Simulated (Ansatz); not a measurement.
# Si12C11: the cost of one run

Method: DFT r2SCAN, scalar-relativistic, plane waves, PAW, in Ansatz 0.2.0.

The COD entry's cell or inner coordinates are ideal or old and differ from later refinements, so a difference from it is no clean test against experiment.

2 further runs of the same task are left out: 2 set aside as unsound or not needed.

## 1. The starting structure

The structure is cubic, space group F-43m (No. 216). The conventional cell has a = 4.356 Å, b = 4.356 Å, c = 4.356 Å, α = 90.00°, β = 90.00°, γ = 90.00°. Si (site symmetry -43m) is surrounded by 4 C at 1.89 Å. C (site symmetry -43m) is surrounded by 4 Si at 1.89 Å.

Structure file:

```
Si C
1.0
     0.00000    2.17814    2.17814
     2.17814    0.00000    2.17814
     2.17814    2.17814    0.00000
Si C
1 1
Cartesian
  0.0000 0.0000 0.0000
  3.2672 3.2672 3.2672
```

This cell was relaxed beforehand with the same method: volume 10.33 Å³/atom, gap on the mesh 1.71 eV.

The bulk reference comes from a run made before at the same settings: -445.6670 eV/atom.

## 2. The (210) slab

Miller indices refer to the conventional cell of the relaxed bulk, F-43m (No. 216): a = 4.356 Å, b = 4.356 Å, c = 4.356 Å, α = 90.00°, β = 90.00°, γ = 90.00°.

Cut from the relaxed bulk: a (210) slab, 10.7 Å thick as cut, with 15 Å of vacuum; its outer planes are Si (top) and Si (bottom).

The slab as cut. Layers, bottom to top:

| plane | atoms per cell | height over the lowest (Å) |
| --- | --- | --- |
| 1 | Si | 0.00 |
| 2 | C | 0.49 |
| 3 | Si | 0.97 |
| 4 | C | 1.46 |
| 5 | Si | 1.95 |
| 6 | C | 2.44 |
| 7 | Si | 2.92 |
| 8 | C | 3.41 |
| 9 | Si | 3.90 |
| 10 | C | 4.38 |
| 11 | Si | 4.87 |
| 12 | C | 5.36 |
| 13 | Si | 5.84 |
| 14 | C | 6.33 |
| 15 | Si | 6.82 |
| 16 | C | 7.31 |
| 17 | Si | 7.79 |
| 18 | C | 8.28 |
| 19 | Si | 8.77 |
| 20 | C | 9.25 |
| 21 | Si | 9.74 |
| 22 | C | 10.23 |
| 23 | Si | 10.72 |

## 3. Single point on the unrelaxed (210) slab

A dipole layer in the vacuum cancels the field that periodic copies would set up if the slab's two faces differ.

The input, input.yaml:

```yaml
crystal:
  lattice:
    - [4.3562899735, 0.0, 0.0]
    - [-2.1781449867, 4.8704802552, 0.0]
    - [0.0, 0.0, 25.7150565614]
  atoms:
    - { symbol: Si, position: [0.7, 0.4, 0.2916579235] }
    - { symbol: C, position: [0.8, 0.1, 0.3105981123] }
    - { symbol: Si, position: [0.4, 0.8, 0.3295383011] }
    - { symbol: C, position: [0.5, 0.5, 0.3484784898] }
    - { symbol: Si, position: [0.1, 0.2, 0.3674186786] }
    - { symbol: C, position: [0.2, 0.9, 0.3863588674] }
    - { symbol: Si, position: [0.8, 0.6, 0.4052990561] }
    - { symbol: C, position: [0.9, 0.3, 0.4242392449] }
    - { symbol: Si, position: [0.5, 0.0, 0.4431794337] }
    - { symbol: C, position: [0.6, 0.7, 0.4621196225] }
    - { symbol: Si, position: [0.2, 0.4, 0.4810598112] }
    - { symbol: C, position: [0.3, 0.1, 0.5] }
    - { symbol: Si, position: [0.9, 0.8, 0.5189401888] }
    - { symbol: C, position: [0.0, 0.5, 0.5378803775] }
    - { symbol: Si, position: [0.6, 0.2, 0.5568205663] }
    - { symbol: C, position: [0.7, 0.9, 0.5757607551] }
    - { symbol: Si, position: [0.3, 0.6, 0.5947009439] }
    - { symbol: C, position: [0.4, 0.3, 0.6136411326] }
    - { symbol: Si, position: [0.0, 0.0, 0.6325813214] }
    - { symbol: C, position: [0.1, 0.7, 0.6515215102] }
    - { symbol: Si, position: [0.7, 0.4, 0.6704616989] }
    - { symbol: C, position: [0.8, 0.1, 0.6894018877] }
    - { symbol: Si, position: [0.4, 0.8, 0.7083420765] }
basis:
  ecutwfc: 500
kpoints:
  mp_grid: { grid: [7, 6, 1] }
hamiltonian:
  xc: r2scan
scf:
  occupations: { method: gaussian, width: 0.05 }
output:
  forces: true
  stress: true
  eigenvalues: true
  write_density: true
  write_potential: true
  elf: true
  volumetric_format: npy
efield:
  axis: 3
  dipole_correction: true
  ramp_width: 0.04
```

The run is started by

```bash
ansatz run input.yaml --threads 2 --pin off --max-ram 5120MiB --backend cpu --events-out ev --progress --plain --runs-dir out
```

**Question.** How long does this run take on 2 threads of Intel Xeon 6975P-C (Granite Rapids), shared host, and how much memory does it need?

About 74 s, with a peak of 2.1 GiB.
